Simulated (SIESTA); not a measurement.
W under changes of volume

One of the cells (15.848 Å³/atom); the others are scaled copies at fixed shape and fractional positions:

```
CELL_PARAMETERS angstrom
-1.53999 1.59282 1.60391
1.52263 -1.56309 1.55681
1.59848 1.62157 -1.57418
ATOMIC_POSITIONS crystal
W 0.00000 0.00000 0.00000
```

| Item | Value |
| --- | --- |
| Program | SIESTA 5.4.2 |
| Functional | vdW-DF2 |
| Potentials or basis | PseudoDojo 0.4 standard (PBE files) |
| Basis | SZP (energy shift 0.01 Ry) |
| Grid cutoff | 800 Ry |
| Energy shift | 0.01 Ry |
| k mesh | 12 × 12 × 12 |
| Occupations | fermi-dirac, width 0.05 eV |
| Spin | no spin polarisation |

```csv
volume (Å³/atom),energy over the lowest point (meV/atom),pressure (GPa)
14.897,280.77,49.5
15.214,192.89,39.5
15.531,123.70,30.7
15.848,71.34,22.5
16.165,34.24,15.2
16.482,?,?
16.798,0.00,2.6
```

Question: What does the run at 16.482 Å³/atom give?

Answer: Energy over the lowest point 10.90 meV/atom; pressure 8.6 GPa.

Worked out: A Birch-Murnaghan fit of order 3 (a polynomial in V^(-2/3)) to the other rows has its minimum at 16.95 Å³/atom, just outside them, with B0 = V·E''(V) = 290 GPa and B' = 4.3 at fixed shape and positions, which overstates the stiffness. It gives 10.88 meV/atom at 16.482 Å³/atom, against the run's 10.90, and -dE/dV = 8.6 GPa, against 8.6.

Energies are extrapolated to zero smearing.

Caveats: short orbitals over semicore shells can move pressures by several GPa; the potentials were made for another functional, which shifts forces and pressure; the basis of atomic orbitals isn't converged, which shifts pressures, moduli and gaps.
